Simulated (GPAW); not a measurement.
# A GW chain in GPAW: LiF (Griceite), part 2 of 2

Wanted: ground state, empty states, screening and self-energy for LiF (Griceite).

GPAW 26.7.0; PBE and many-body steps on it, plane waves. Known limits of the many-body steps: not at the basis limit.

So far. Step 3 (Bands along the symmetry lines): The gap is 9.068 eV, −0.002 eV from the run before at this level. Step 4 (Empty states on the mesh, 6×6×6 mesh, 61 bands): On this mesh the gap is 9.070 eV.

## 5. Screening and self-energy, 6×6×6 mesh, 51 bands, screening to 125 eV

Now the one-shot GW correction: screening in the RPA, then the self-energy of the levels asked for.

This step: G0W0 on PBE, plane waves, PAW.

run.py reads:

```python
import json
import numpy as np
from gpaw.mpi import world
from gpaw.response.g0w0 import G0W0

gw = G0W0('full.gpw',
    filename='gw',
    kpts=[0],
    bands=(2, 6),
    ecut=125,
    nbands=51,
    integrate_gamma='WS',
    ppa=True)
gw.calculate()
res = {mode: {k: v for k, v in r.items() if k != 'sigma_eskwn'}
       for mode, r in gw.all_results.items()}

if world.rank == 0:
    with open('result.json', 'w') as f:
        json.dump(res, f, default=lambda x: x.tolist())
```

Command:

```
> mpirun -n 4 gpaw python run.py
```

Numbers of over 12 decimals in the logs are rounded to 6 here.

Output:

```text
Using integrator: PointIntegrator
FrequencyGridDescriptor(from 0.000+0.000j to 0.000+27.211j eV, 2 points)
Nonperiodic BCs:  [False False False]
Using integrator: PointIntegrator
FrequencyGridDescriptor(from 0.000+0.000j to 0.000+27.211j eV, 2 points)
Nonperiodic BCs:  [False False False]
  ___  _ _ _
 |   || | | |
 | | || | | |
 |__ ||_____|
 |___|

BZ k-points: Symmetries present (total): 48

  [... matrices ...]
216 k-points: 6 x 6 x 6 Monkhorst-Pack grid + [1/12,1/12,1/12]
16 k-points in the irreducible part of the Brillouin zone
       k-points in crystal coordinates                weights
   0:     0.00000000    0.00000000    0.00000000          1/216
   1:     0.16666667    0.16666667    0.00000000          6/216
   2:     0.16666667    0.16666667    0.16666667          8/216
   3:     0.33333333    0.16666667    0.16666667         12/216
   4:     0.33333333    0.33333333   -0.33333333         12/216
   5:     0.33333333    0.33333333    0.00000000          6/216
   6:     0.33333333    0.33333333    0.16666667         24/216
   7:     0.33333333    0.33333333    0.33333333          8/216
   8:     0.50000000    0.33333333   -0.33333333         24/216
   9:     0.50000000    0.33333333   -0.16666667         12/216
          ...
  15:     0.50000000    0.50000000    0.50000000          4/216

Distributing spins, k-points and bands (1 x 1 x 4) over 4 processes
Number of blocks: 1

Quasi particle states:
k-points (IBZ indices): [0]
Band range: (2, 6)
  [... matrices ...]
Computational parameters:
Plane wave cut-off: 125 eV
Number of bands: 51
Coulomb cutoff: None
Broadening: 0.1 eV

fxc modes: GW
Kernel: RPA
Using Godby-Needs plasmon-pole approximation:
  Fitting energy: i*E0, E0 = 1.000 Hartree
Summing all q:

Calculating screened Coulomb potential
No Coulomb truncation
FrequencyGridDescriptor(from 0.000+0.000j to 0.000+27.211j eV, 2 points)
Removing empty qpoint cache files...

Calculating chi0 body with:
    Ground state adapter containing:
    Number of spins: 1
    Number of kpoints: 216
    Number of irreducible kpoints: 16
    Number of completely occupied states: 4
    Number of partially occupied states: 4
    Occupied states memory: 0.35595703125 M / cpu

    Linear response parametrization:
    q_c: [1.3877787807814457e-17, 1.3877787807814457e-17, 1.3877787807814457e-17]
    Number of frequency points: 2
    Planewave cutoff: 125.0
    Number of bands: 51
    Number of planewaves: 59
    Broadening (eta): 1e-06
    comm.size: 4
    kncomm.size: 4
    blockcomm.size: 1

    Memory estimate of potentially large arrays:
        chi0_wGG: 0.106232 M / cpu
Integrating chi0 body.

Symmetries of q_c:
    Direct symmetries (Uq -> q): 48
    Indirect symmetries (TUq -> q): 0
In total 48 allowed symmetries.

  [... matrices ...]
16 groups of equivalent kpoints. 92.592593% reduction.

Integral kind: response function
Integrating chi0 head and wings.

Symmetries of q_c:
    Direct symmetries (Uq -> q): 48
    Indirect symmetries (TUq -> q): 0
In total 48 allowed symmetries.

  [... matrices ...]
16 groups of equivalent kpoints. 92.592593% reduction.

Integral kind: response function wings

Calculating chi0 body with:
    Ground state adapter containing:
    Number of spins: 1
    Number of kpoints: 216
    Number of irreducible kpoints: 16
    Number of completely occupied states: 4
    Number of partially occupied states: 4
[... the further q-points ...]

Results:
f:      Occupation numbers
eps:     KS-eigenvalues [eV]
vxc:     KS vxc [eV]
exx:     Exact exchange [eV]
sigma:   Self-energies [eV]
dsigma:  Self-energy derivatives
Z:       Renormalization factors
qp:      QP-energies [eV]

k-point 0 (0): (0.000, 0.000, 0.000)                GW
band       f     eps     vxc     exx   sigma  dsigma       Z      qp
                                                                   GW
   2   1.000  -0.676 -24.228 -31.854   4.640  -0.214   0.824  -3.136
   3   1.000  -0.676 -24.228 -31.854   4.640  -0.214   0.824  -3.136
   4   0.000   8.393 -12.400  -7.509  -3.004  -0.121   0.892  10.078
   5   0.000  23.528  -9.361  -2.968  -3.783  -0.144   0.874  25.809
```

The job ended after 16 s (4 MPI ranks of Arm Neoverse V2, shared host; peak memory 0.89 GiB; 64 s of CPU time).

This step gave:

| Quantity | Value |
| --- | --- |
| G0W0 gap on the points computed | 13.21 eV |
| least direct G0W0 gap on the computed points | 13.21 eV |
| Z at the valence top | 0.8236 |
| Z at the conduction bottom | 0.8923 |
| starting gap on the mesh | 9.070 eV |
| k of the valence top | 0, 0, 0 |
| k of the conduction bottom | 0, 0, 0 |

The gap on the mesh goes from 9.07 eV to 13.21 eV, a correction of +4.14 eV.

Limits: finite bands, cutoff and mesh. v1 is the top filled band, c1 the lowest empty one. Levels before and after the correction, in eV, zero at the valence-band top of each column:

```
           conduction bottom  valence top
Kohn-Sham               9.07         0.00
     G0W0              13.21         0.00
```

```
             level  energy (eV)
Kohn-Sham  Γ v2-v1        0.000
Kohn-Sham     Γ c1        9.070
Kohn-Sham     Γ c2       24.204
     G0W0  Γ v2-v1        0.000
     G0W0     Γ c1       13.213
     G0W0     Γ c2       28.945
```

## 6. Where the time went

Times are wall times on 4 MPI ranks of Arm Neoverse V2, shared host, good to a factor of about two.

```
                          step   time  share  memory (GiB)
                  ground state  4.3 s   15 %          0.58
bands along the symmetry lines  3.9 s   14 %          0.51
      empty states on the mesh  3.9 s   14 %          0.52
     screening and self-energy   16 s   57 %          0.89
```

## 7. Summary of results

| Property | Result |
| --- | --- |
| PBE gap | 9.07 eV, indirect (only 2 meV under the direct gap) |
| G0W0 gap on the mesh | 13.21 eV |
| GW settings | 6×6×6 mesh, 51 bands, screening to 125 eV, Godby-Needs plasmon pole |
| known limits | not at the basis limit |

**Reading.** G0W0 moves the gap on the mesh from 9.07 eV to 13.21 eV (+4.14 eV), with Z of 0.82 and 0.89 at the edges. Only 1 of the mesh's irreducible points was corrected, so a valley elsewhere could overtake. The dearest step here is «screening and self-energy». Bands and cutoff are finite, so the gap is not at the basis limit. The miss can reach some tenths of an eV and take either sign; the mesh is an error of its own. These stock PAW sets were not made for GW. In the G0W0 run levels were corrected at 1 k point alone, so a gap called «on the mesh» is the least over those, and an edge elsewhere would be missed.

[Paths, hosts, dates, memory and timing lines, banners, echoed tables and standing remarks are left out of the program output.]

[Logs are printed without paths, hosts, clocks, repeated set-up lines and the standing remarks that a program may print on its own settings, such as how far it seeks lower states.]

[Runs of the session that timed out or met a known fault of the program may be left out.]

[Hosts, paths, dates, database ids (printed as entryN), source tags and the programs' standing remarks are cut or masked in the printed files.]
